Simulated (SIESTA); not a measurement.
Crystal: CaF2 (Fluorite).

```
CELL_PARAMETERS angstrom
0.00000 2.73100 2.73100
2.73100 0.00000 2.73100
2.73100 2.73100 0.00000
ATOMIC_POSITIONS crystal
Ca 0.00000 0.00000 0.00000
F 0.75000 0.75000 0.75000
F 0.25000 0.25000 0.25000
```

Base run:

* Program: SIESTA 5.4.2
* Functional: vdW-DF-cx
* Potentials or basis: PseudoDojo 0.4 standard (PBE files)
* Basis: DZP (energy shift 0.003 Ry; two zetas on semicore shells; d shell added on Ca)
* Grid cutoff: 800 Ry
* Energy shift: 0.003 Ry
* k mesh: 8 × 8 × 8
* Occupations: fermi-dirac, width 0.05 eV
* Spin: no spin polarisation

Its results: band gap on the k mesh 7.37 eV, indirect (least direct gap 7.63 eV); pressure -0.1 GPa.

Task: The run is repeated on the same cell with these changes: functional from vdW-DF-cx to vdW-DF2. What comes out?

Result: Band gap on the k mesh 7.20 eV, indirect (least direct gap 7.46 eV); pressure 4.9 GPa.

Caveats: the potentials were made for another functional, which shifts forces and pressure; the basis of atomic orbitals isn't converged, which shifts pressures, moduli and gaps.

A k mesh can miss the band edges.
